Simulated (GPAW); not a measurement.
# Cl (Cmce) in GPAW: single point with GLLB-SC

Aim: the single point of Cl with GLLB-SC.

Program: GPAW 26.7.0. These are calculated values, not measurements. Logs are shortened: lines on timing, memory, paths and dates and some standing lists are left out, and cuts for length are marked. The log counts tension as positive stress, the text compression.

## 1. The cell of the first run

It takes space group Cmce (No. 64, orthorhombic). Conventional cell: a = 6.118 Å, b = 4.377 Å, c = 7.985 Å, α = 90.00°, β = 90.00°, γ = 90.00°. Around Cl (site symmetry m) lie 1 Cl at 1.96 Å.

## 2. Single point, GLLB-SC (volume scaled by 0.92)

The input, run.py:

```python
from ase import Atoms
from ase.dft.bandgap import bandgap
from ase.io import write
from gpaw import GPAW, PW

atoms = Atoms(['Cl', 'Cl', 'Cl', 'Cl'],
              cell=[[3.0587918585, -2.188324859, 0.0],
                    [3.0587918585, 2.188324859, 0.0],
                    [0.0, 0.0, 7.9849542633]],
              scaled_positions=[[0.37, 0.63, 0.4],
                                [0.13, 0.87, 0.9],
                                [0.63, 0.37, 0.6],
                                [0.87, 0.13, 0.1]],
              pbc=True)

calc = GPAW(mode=PW(400),
            xc='GLLBSC',
            kpts={'size': (6, 6, 3), 'gamma': True},
            occupations={'name': 'fermi-dirac', 'width': 0.05},
            nbands=26,
            maxiter=120,
            txt='gpaw.txt')
atoms.calc = calc
energy = atoms.get_potential_energy()
calc.write('gs.gpw')
write('result.traj', atoms)
print('Fermi level:', round(calc.get_fermi_level(), 4), 'eV')
print(f'Gap: {bandgap(calc)[0]:.4f} eV, direct: {bandgap(calc, direct=True)[0]:.4f} eV')
```

Potentials or basis: the program's PAW data sets (release 1.2.1) made for this functional, pw.

Launch:

```sh
OMP_NUM_THREADS=1 python run.py
```

gpaw.txt:

```text
___ ___ ___ _ _ _
 |   |   |_  | | | |
 | | | | | . | | | |
 |__ |  _|___|_____|  26.7.0
 |___|_|

Input parameters:
  kpts: {gamma: True,
         size: (6, 6, 3)}
  maxiter: 120
  mode: {ecut: 400.0,
         name: pw}
  nbands: 26
  occupations: {name: fermi-dirac,
                width: 0.05}
  xc: GLLBSC

System changes: positions, numbers, cell, pbc, initial_charges, initial_magmoms

Initialize ...

species:
  Cl:
    name:    Chlorine
    Z:       17.0
    valence: 7
    core:    10
    charge:  0.0  # [|e|]
    compensation charges:
      type: gauss
      rc: 0.25  # [Å]
      lmax: 2
    cutoffs:
      filter: 1.40  # [Å]
      core: 1.49  # [Å]
    projectors
    | kind |    occ | energy [eV] | rcut [Å] |
    |------|--------|-------------|----------|
    |   3s |  2.000 |     -24.525 |    0.794 |
    |   3p |  5.000 |     -12.463 |    0.794 |
    |    s |        |       2.686 |    0.794 |
    |    p |        |      14.748 |    0.794 |
    |    d |        |       0.000 |    0.794 |

    Using partial waves for Cl as LCAO basis

Reference energy: -50142.481872  # eV

Spin-paired calculation

Convergence criteria:
 Maximum [total energy] change in last 3 cyles: 0.0005 eV / valence electron
 Maximum integral of absolute [dens]ity change: 0.0001 electrons / valence electron
 Maximum integral of absolute [eigenst]ate change: 4e-08 eV^2 / valence electron
 Maximum number of scf [iter]ations: 120
 (Square brackets indicate name in SCF output, whereas a 'c' in
 the SCF output indicates the quantity has converged.)

Symmetries present (total): 4

  ( 1  0  0)  ( 0  1  0)  ( 0 -1  0)  (-1  0  0)
  ( 0  1  0)  ( 1  0  0)  (-1  0  0)  ( 0 -1  0)
  ( 0  0  1)  ( 0  0 -1)  ( 0  0  1)  ( 0  0 -1)

108 k-points: 6 x 6 x 3 Monkhorst-Pack grid + [1/12,1/12,0.000000]
34 k-points in the irreducible part of the Brillouin zone
       k-points in crystal coordinates                weights
   0:     0.00000000    0.00000000    0.00000000          1/108
   1:     0.00000000    0.00000000    0.33333333          2/108
   2:     0.16666667   -0.16666667   -0.33333333          2/108
   3:     0.16666667   -0.16666667    0.00000000          2/108
   4:     0.16666667   -0.16666667    0.33333333          2/108
   5:     0.16666667    0.00000000   -0.33333333          4/108
   6:     0.16666667    0.00000000    0.00000000          4/108
   7:     0.16666667    0.00000000    0.33333333          4/108
   8:     0.16666667    0.16666667    0.00000000          2/108
   9:     0.16666667    0.16666667    0.33333333          4/108
          ...
  33:     0.50000000    0.50000000    0.33333333          2/108

Wave functions: Plane wave expansion
  Cutoff energy: 400.000 eV
  Number of coefficients (min, max): 1922, 1951
  Pulay-stress correction: 0.000000 eV/Ang^3 (de/decut=0.000000)
  Using FFTW library
  ScaLapack parameters: grid=1x1, blocksize=None
  Wavefunction extrapolation:
    Improved wavefunction reuse through dual PAW basis

Occupation numbers: Fermi-Dirac:
  width: 0.0500  # eV

Eigensolver
   Davidson(niter=2)

Densities:
  Coarse grid: 18*18*40 grid
  Fine grid: 36*36*80 grid
  Total Charge: 0.000000

Density mixing:
  Method: separate
  Backend: msr1
  Linear mixing parameter: 0.05
  old densities: 10
  Width of damping distribution: 1.1
  Damping of long wavelength oscillations: 20

Hamiltonian:
  XC and Coulomb potentials evaluated on a 36*36*80 grid
  Using the GLLBSC Exchange-Correlation functional
  External potential:
    NoExternalPotential

XC parameters: GLLBSC functional being used consists of
  -----------------------------------------------------------------------
  | Weight | Module     | Description                                   |
  -----------------------------------------------------------------------
  |  1.000 | SCREENING  | GGA_X_PBE_SOL with 2 nearest neighbor stencil |
  |  1.000 | RESPONSE   | eps=0.0500 eV                                 |
  |  1.000 | XC         | GGA_C_PBE_SOL with 2 nearest neighbor stencil |
  -----------------------------------------------------------------------

Number of atoms: 4
Number of atomic orbitals: 16
Number of bands in calculation: 26
Number of valence electrons: 28
Bands to converge: occupied

... initialized

Initializing position-dependent things.

Density initialized from atomic densities
Creating initial wave functions:
  16 bands from LCAO basis set
  10 bands from random numbers

         Cl

        Cl
        Cl

       Cl

Atomic positions and initial magnetic moments

Positions:
   0 Cl     3.058792    0.568964    3.193982    ( 0.0000,  0.0000,  0.0000)
   1 Cl     3.058792    1.619360    7.186459    ( 0.0000,  0.0000,  0.0000)
   2 Cl     3.058792   -0.568964    4.790973    ( 0.0000,  0.0000,  0.0000)
   3 Cl     3.058792   -1.619360    0.798495    ( 0.0000,  0.0000,  0.0000)

Unit cell:
           periodic     x           y           z      points  spacing
  1. axis:    yes    3.058792   -2.188325    0.000000    18     0.1978
  2. axis:    yes    3.058792    2.188325    0.000000    18     0.1978
  3. axis:    yes    0.000000    0.000000    7.984954    40     0.1996

  Lengths:   3.760980   3.760980   7.984954
  Angles:   90.000000  90.000000  71.161476

Effective grid spacing dv^(1/3) = 0.2020

iter:   1    -8.035044
iter:   2    -9.942846   -1.02  -1.06
iter:   3    -9.131839   -2.26  -0.98
iter:   4    -7.826329   -1.84  -1.11
iter:   5    -7.602856   -2.76  -2.02
iter:   6    -7.599086   -3.94  -1.94
iter:   7    -7.634588   -4.27  -1.87
iter:   8    -7.683182   -3.87  -2.01
iter:   9    -7.739825   -3.81  -2.30
iter:  10    -7.747308   -4.82  -3.33
iter:  11    -7.750071c  -5.65  -3.74
iter:  12    -7.749342c  -6.48  -3.83
iter:  13    -7.749380c  -7.23  -4.47c
iter:  14    -7.749530c  -7.81c -5.02c

Converged after 14 iterations.

Dipole moment: (-0.000000, -0.000000, 0.000000) |e|*Ang

Energy contributions relative to reference atoms: (reference = -50142.481872)

Kinetic:        +45.118400
Potential:      -40.641875
External:        +0.000000
XC:             -12.366905
Entropy (-ST):   -0.000000
Local:           +0.140851
SIC:             +0.000000
--------------------------
Free energy:     -7.749530
Extrapolated:    -7.749530

GLLBSC response reference energy: -1.82579 eV (from HOMO)

Showing only first 2 kpts
 Kpt  Band  Eigenvalues  Occupancy
  0    12     -1.98825    2.00000
  0    13     -1.88873    2.00000
  0    14      1.67757    0.00000
  0    15      2.26629    0.00000

  1    12     -1.96372    2.00000
  1    13     -1.91395    2.00000
  1    14      1.74679    0.00000
  1    15      2.03886    0.00000

Fermi level: -0.58560

Gap: 3.502 eV
Transition (v -> c):
  (s=0, k=32, n=13, [0.50, 0.50, 0.00]) -> (s=0, k=6, n=14, [0.17, 0.00, 0.00])
Direct/indirect transitions are different
Direct gap: 3.550 eV
Transition at: (s=0, k=32, n=13, [0.50, 0.50, 0.00])
Writing to gs.gpw (mode='')
```

Run time: 40 s. Hardware: 1 thread of Arm Neoverse V1, shared host; peak memory 0.18 GiB.

These settings aren't checked as converged: the numbers below hold their error.

What came out:

```yaml
Band_gap_on_the_k_mesh_Kohn-Sham_part_alone: 3.50 eV, indirect (least direct gap 3.55 eV)
```

Caveat: a model potential gives levels but no total energy; an odd mesh through Γ misses points on the zone boundary, where band edges often lie.
